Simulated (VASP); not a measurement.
# CdTe (F-43m) in VASP: a series of runs

Runs on CdTe. Level: PBEsol. Tasks: single point.

Program: VASP 6.6.1. These are calculated values, not measurements. Logs are shortened: lines on timing, memory, paths and dates and some standing lists are left out, and cuts for length are marked.

**The experiment to reproduce.**

A printed reference work, data compilation reports, for a bulk crystal of CdTe at 0 K: band gap 1.607 eV.

The results are compared with them further down.

## 1. The cell of the first run

The structure is cubic, space group F-43m (No. 216). The conventional cell has a = 6.490 Å, b = 6.490 Å, c = 6.490 Å, α = 90.00°, β = 90.00°, γ = 90.00°. Cd (site symmetry -43m) has 4 Te at 2.81 Å within 3.7 Å. Te (site symmetry -43m) has 4 Cd at 2.81 Å within 3.7 Å.

## 2. Single point, PBEsol

INCAR reads:

```
  PREC = Accurate
  ENCUT = 520
  EDIFF = 1E-6
  ISMEAR = 0
  SIGMA = 0.05
  LREAL = F
  LASPH = T
  NELM = 80
  ALGO = Normal
  ISIF = 2
  LWAVE = F
  LCHARG = F
  GGA = PS
  NBANDS = 16
```

KPOINTS reads:

```
Automatic mesh
0
Gamma
  8 8 8
```

POSCAR reads:

```
CdTe
1.0
    0.0000000000      3.2448076627      3.2448076627
    3.2448076627      0.0000000000      3.2448076627
    3.2448076627      3.2448076627      0.0000000000
Cd Te
1 1
Direct
    0.0000000000      0.0000000000      0.0000000000
    0.7500000000      0.7500000000      0.7500000000
```

Potentials or basis: VASP PAW PBE potentials, release 64 (Cd, Te).

Launch:

```bash
cat potpaw_PBE.64/Cd/POTCAR potpaw_PBE.64/Te/POTCAR > POTCAR
mpirun -np 1 vasp_std > vasp.out
```

OUTCAR:

```text
PREC = Accurate
   ENCUT = 520
   EDIFF = 1E-6
   ISMEAR = 0
   LREAL = F
   LASPH = T
   NELM = 80
   ISIF = 2
   GGA = PS

 ion  position               nearest neighbor table
   1  0.000  0.000  0.000-   2 2.81   2 2.81   2 2.81   2 2.81
   2  0.750  0.750  0.750-   1 2.81   1 2.81   1 2.81   1 2.81

  LATTYP: Found a face centered cubic cell.
 ALAT       =     6.4896153254

  Lattice vectors:

 A1 = (   0.0000000000,   3.2448076627,   3.2448076627)
 A2 = (   3.2448076627,   0.0000000000,   3.2448076627)
 A3 = (   3.2448076627,   3.2448076627,   0.0000000000)

Analysis of symmetry for initial positions (statically):
=====================================================================
 Subroutine PRICEL returns:
 Original cell was already a primitive cell.

 Routine SETGRP: Setting up the symmetry group for a
 face centered cubic supercell.

 Subroutine GETGRP returns: Found 24 space group operations
 (whereof 24 operations were pure point group operations)
 out of a pool of 48 trial point group operations.

The static configuration has the point symmetry T_d .

Analysis of symmetry for dynamics (positions and initial velocities):
=====================================================================
 Subroutine PRICEL returns:
 Original cell was already a primitive cell.

 Routine SETGRP: Setting up the symmetry group for a
 face centered cubic supercell.

 Subroutine GETGRP returns: Found 24 space group operations
 (whereof 24 operations were pure point group operations)
 out of a pool of 48 trial point group operations.

The dynamic configuration has the point symmetry T_d .

 Subroutine INISYM returns: Found 24 space group operations
 (whereof 24 operations are pure point group operations),
 and found     1 'primitive' translations

----------------------------------------------------------------------------------------

                                     Primitive cell

  volume of cell :      68.3277

  direct lattice vectors                    reciprocal lattice vectors
     0.000000000  3.244807663  3.244807663    -0.154092338  0.154092338  0.154092338
     3.244807663  0.000000000  3.244807663     0.154092338 -0.154092338  0.154092338
     3.244807663  3.244807663  0.000000000     0.154092338  0.154092338 -0.154092338

  length of vectors
     4.588851004  4.588851004  4.588851004     0.266895759  0.266895759  0.266895759

  position of ions in fractional coordinates (direct lattice)
     0.000000000  0.000000000  0.000000000
     0.750000000  0.750000000  0.750000000

  ion indices of the primitive-cell ions
   primitive index   ion index
                 1           1
                 2           2

----------------------------------------------------------------------------------------

 KPOINTS: Automatic mesh

Automatic generation of k-mesh.
 Grid dimensions read from file:
 generate k-points for:    8    8    8

 Generating k-lattice:

  Cartesian coordinates                     Fractional coordinates (reciprocal lattice)
    -0.019261542  0.019261542  0.019261542     0.125000000  0.000000000  0.000000000
     0.019261542 -0.019261542  0.019261542     0.000000000  0.125000000  0.000000000
     0.019261542  0.019261542 -0.019261542     0.000000000  0.000000000  0.125000000

  Length of vectors
     0.033361970  0.033361970  0.033361970

  Shift w.r.t. Gamma in fractional coordinates (k-lattice)
     0.000000000  0.000000000  0.000000000

 Subroutine IBZKPT returns following result:
 ===========================================

 Found     29 irreducible k-points:

 Following reciprocal coordinates:
            Coordinates               Weight
  0.000000  0.000000  0.000000      1.000000
  0.125000  0.000000  0.000000      8.000000
  0.250000  0.000000  0.000000      8.000000
  0.375000  0.000000  0.000000      8.000000
  0.500000  0.000000  0.000000      4.000000
  0.125000  0.125000  0.000000      6.000000
[... 16 lines left out ...]
  0.500000  0.250000  0.125000     48.000000
 -0.375000  0.250000  0.125000     24.000000
 [... further k-points ...]
   k-points           NKPTS =     29   k-points in BZ     NKDIM =     29   number of bands    NBANDS=     16
   number of dos      NEDOS =    301   number of ions     NIONS =      2
   total plane-waves  NPLWV =  46656
   dimension x,y,z NGX =    36 NGY =   36 NGZ =   36
   dimension x,y,z NGXF=    72 NGYF=   72 NGZF=   72
   ions per type =               1   1
   NGX,Y,Z   is equivalent  to a cutoff of  13.04, 13.04, 13.04 a.u.
   NGXF,Y,Z  is equivalent  to a cutoff of  26.08, 26.08, 26.08 a.u.
 SYSTEM =  unknown system
   PREC   = accura    normal or accurate (medium, high low for compatibility)
   ISTART =      0    job   : 0-new  1-cont  2-samecut
   ICHARG =      2    charge: 1-file 2-atom 10-const
   ISPIN  =      1    spin polarized calculation?
   LNONCOLLINEAR =      F non collinear calculations
   LSORBIT =      F    spin-orbit coupling
   LASPH  =      T    aspherical Exc in radial PAW
   ENCUT  =  520.0 eV  38.22 Ry    6.18 a.u.   8.53  8.53  8.53*2*pi/ulx,y,z
   NELM   =     80;   NELMIN=  2; NELMDL= -5     # of ELM steps
   EDIFF  = 0.1E-05   stopping-criterion for ELM
   LREAL  =      F    real-space projection
   EDIFFG = 0.1E-04   stopping-criterion for IOM
   NSW    =      0    number of steps for IOM
   IBRION =     -1    ionic relax: 0-MD 1-quasi-New 2-CG
   NFREE  =      0    steps in history (QN), initial steepest desc. (CG)
   ISIF   =      2    stress and relaxation
   ISYM   =      2    0-nonsym 1-usesym 2-fastsym
   POTIM  = 0.5000    time-step for ionic-motion
   TEBEG  =    0.0;   TEEND  =   0.0 temperature during run
   PSTRESS=    0.0 pullay stress
   NELECT =      18.0000    total number of electrons
   NUPDOWN=      -1.0000    fix difference up-down
   EMIN   =  10.00;   EMAX   =-10.00  energy-range for DOS
   EFERMI =   0.00;   METHOD = LEGACY
   ISMEAR =     0;   SIGMA  =   0.05  broadening in eV -4-tet -1-fermi 0-gaus
   EFERMI_NEDOS =   21; number of points for ismear=-14 and -15
   IALGO  =     38    algorithm
   IMIX   =      4    mixing-type and parameters
     AMIX     =   0.40;   BMIX     =  1.00
     AMIX_MAG =   1.60;   BMIX_MAG =  1.00
  volume/ion in A,a.u.               =      34.16       230.55
  Fermi-wavevector in a.u.,A,eV,Ry     =   1.049462  1.983196 14.985055  1.101370
  Thomas-Fermi vector in A             =   2.184426
   LORBIT       =      0    0 simple, 1 ext, 2 COOP (PROOUT), +10 PAW based schemes
   GGA     = PS    functional components
   LHFCALC =     F    Hartree Fock is set to
   AEXX    =    0.0000 exact exchange contribution
   IVDW    =     0    specifies the selected vdW correction
   LEPSILON=     F    determine dielectric tensor
   LRPA    =     F    only Hartree local field effects (RPA)
 non-spin polarized calculation
 Gauss-broadening in eV      SIGMA  =   0.05
  energy-cutoff  :      520.00
  volume of cell :       68.33
 maximum number of plane-waves:      1862
 NGX is ok and might be reduce to    36
   NGX = 17   NGY = 17   NGZ = 17

 number of electron      17.9999997 magnetization

 Free energy of the ion-electron system (eV)
  ---------------------------------------------------
  ext. energy  EPLUGINS =         0.00000000
  ---------------------------------------------------
  free energy    TOTEN  =        -5.48946470 eV

  energy without entropy =       -5.48946470  energy(sigma->0) =       -5.48946470

 E-fermi :   2.4484     XC(G=0):  -8.7637

 val. band max:        2.1747928245   @ k =   0.0000   0.0000   0.0000
 cond. band min:       2.8253026005   @ k =   0.0000   0.0000   0.0000
 fundamental gap:      0.6505097760
 Fermi energy:         2.4483735131

 k-point     1 :       0.0000    0.0000    0.0000
  band No.  band energies     occupation
      1      -9.0148      2.00000
      2      -6.0665      2.00000
      3      -6.0665      2.00000
      4      -6.0665      2.00000
      5      -5.8044      2.00000
      6      -5.8044      2.00000
[... 8 lines left out ...]
     15      11.5128      0.00000
     16      11.5128      0.00000

 k-point     2 :       0.1250    0.0000    0.0000
  band No.  band energies     occupation
      1      -8.9559      2.00000
      2      -6.0554      2.00000
      3      -6.0554      2.00000
      4      -6.0221      2.00000
      5      -5.8053      2.00000
      6      -5.8053      2.00000
[... 8 lines left out ...]
     15      10.7691      0.00000
     16      10.7691      0.00000

 k-point     3 :       0.2500    0.0000    0.0000
  band No.  band energies     occupation
      1      -8.8127      2.00000
      2      -6.0307      2.00000
      3      -6.0307      2.00000
      4      -5.8720      2.00000
      5      -5.8049      2.00000
      6      -5.8049      2.00000
[... 8 lines left out ...]
     15      10.5618      0.00000
     16      10.5618      0.00000

 k-point     4 :       0.3750    0.0000    0.0000
  band No.  band energies     occupation
      1      -8.6702      2.00000
      2      -6.0101      2.00000
      3      -6.0101      2.00000
      4      -5.7995      2.00000
      5      -5.7995      2.00000
      6      -5.6212      2.00000
[... 8 lines left out ...]
     15      11.3645      0.00000
     16      11.3645      0.00000
[... 324 lines left out ...]
 k-point    22 :       0.3750    0.2500    0.1250
  band No.  band energies     occupation
      1      -8.7078      2.00000
      2      -6.0026      2.00000
      3      -5.9907      2.00000
      4      -5.8545      2.00000
      5      -5.7951      2.00000
      6      -5.7251      2.00000
[... 8 lines left out ...]
     15      11.9054      0.00000
     16      12.4894      0.00000

 k-point    23 :       0.5000    0.2500    0.1250
  band No.  band energies     occupation
      1      -8.5963      2.00000
      2      -5.9830      2.00000
      3      -5.9728      2.00000
      4      -5.8328      2.00000
      5      -5.7947      2.00000
      6      -5.5046      2.00000
[... 8 lines left out ...]
     15      12.0629      0.00000
     16      12.7656      0.00000

 k-point    24 :      -0.3750    0.2500    0.1250
  band No.  band energies     occupation
      1      -8.5512      2.00000
      2      -5.9780      2.00000
      3      -5.9654      2.00000
      4      -5.8205      2.00000
      5      -5.7991      2.00000
      6      -5.3681      2.00000
[... 8 lines left out ...]
     15      12.1759      0.00000
     16      12.7080      0.00000

 [... further k-points ...]

------------------------ aborting loop because EDIFF is reached ----------------------------------------

  FORCE on cell =-STRESS in cart. coord.  units (eV):
  Direction    XX          YY          ZZ          XY          YZ          ZX
  --------------------------------------------------------------------------------------
  -------------------------------------------------------------------------------------
  Total        0.0664170      0.0664170      0.0664170      0.0000000      0.0000000      0.0000000
  in kB        1.5573731      1.5573731      1.5573731      0.0000000      0.0000000      0.0000000
  external PRESSURE =       1.5573731 kB  Pullay stress =       0.0000000 kB

 VOLUME and BASIS-vectors are now :
 -----------------------------------------------------------------------------
  energy-cutoff  :      520.00
  volume of cell :       68.33
      direct lattice vectors                 reciprocal lattice vectors
     0.000000000  3.244807663  3.244807663    -0.154092338  0.154092338  0.154092338
     3.244807663  0.000000000  3.244807663     0.154092338 -0.154092338  0.154092338
     3.244807663  3.244807663  0.000000000     0.154092338  0.154092338 -0.154092338

 POSITION                                       TOTAL-FORCE (eV/Angst)
 -----------------------------------------------------------------------------------
      0.00000      0.00000      0.00000         0.000000      0.000000     -0.000000
      4.86721      4.86721      4.86721        -0.000000     -0.000000      0.000000
 -----------------------------------------------------------------------------------
    total drift:                                0.000000      0.000000      0.000000

  FREE ENERGIE OF THE ION-ELECTRON SYSTEM (eV)
  ---------------------------------------------------
  free  energy   TOTEN  =        -5.4894647036 eV

  energy  without entropy=       -5.4894647036  energy(sigma->0) =       -5.48946470
```

Wall time 25 s (1 thread of AMD EPYC 7R13 (Zen 3), shared host); peak memory 0.18 GiB.

Results:

| Item | Value |
| --- | --- |
| Free energy | -5.4895 eV |
| Pressure | 0.2 GPa |
| Band gap on the k mesh | 0.65 eV, direct |

Caveat: the PAW data sets were made with another functional, which shifts forces and pressure a little; spin-orbit coupling is left out, which moves the levels of the heavy elements.

## 3. Single point, PBEsol

INCAR reads:

```
PREC = Accurate ; ENCUT = 500
EDIFF = 1E-6 ; ISMEAR = 0
SIGMA = 0.02 ; LREAL = False
LASPH = True ; NELM = 120
ALGO = Normal ; ISIF = 2
LWAVE = False ; LCHARG = True
GGA = PS ; LELF = True
LVHAR = True ; NBANDS = 16
GGA_COMPAT = False
```

KPOINTS is that of step 2.

POSCAR is that of step 2.

Potentials or basis: VASP PAW PBE potentials, release 64 (Cd, Te).

Launch:

```bash
cat potpaw_PBE.64/Cd/POTCAR potpaw_PBE.64/Te/POTCAR > POTCAR
mpirun -np 1 vasp_std > vasp.out
```

Wall time 46 s (1 thread of Intel Xeon Platinum 8375C at 2.90GHz (Ice Lake), shared host); peak memory 0.21 GiB.

The run converged. Its results:

```yaml
Free_energy: -5.4895 eV
Pressure: 0.2 GPa
Band_gap_on_the_k_mesh: 0.65 eV, direct
```

Levels at points of the mesh, in eV from the valence-band top:
| k point | band 6 | band 7 | band 8 | band 9 | band 10 | band 11 | band 12 | band 13 |
| --- | --- | --- | --- | --- | --- | --- | --- | --- |
| (0.00, 0.00, 0.00) | -7.98 | 0.00 | 0.00 | 0.00 | 0.65 | 4.55 | 4.55 | 4.55 |
| (0.50, 0.00, 0.00) | -7.64 | -4.45 | -0.78 | -0.78 | 1.73 | 5.13 | 5.13 | 6.93 |
| (0.50, 0.50, 0.00) | -7.50 | -4.33 | -1.87 | -1.87 | 2.50 | 2.60 | 8.70 | 9.05 |

Caveat: the PAW data sets were made with another functional, which shifts forces and pressure a little; spin-orbit coupling is left out, which moves the levels of the heavy elements.

## 4. Against experiment

Step 2. Against the measured gap of CdTe, 1.607 eV (0 K; a printed reference work, data compilation), the calculated 0.65 eV is off by -0.96 eV. Spin-orbit coupling on Cd, Te is left out. The value is that of PBEsol, without temperature or zero-point motion. Semilocal functionals fall short of measured gaps as a rule.

Step 3. Against the measured gap of CdTe, 1.607 eV (0 K; a printed reference work, data compilation), the calculated 0.65 eV is off by -0.96 eV. Spin-orbit coupling on Cd, Te is left out. The value is that of PBEsol, without temperature or zero-point motion. Semilocal functionals fall short of measured gaps as a rule.
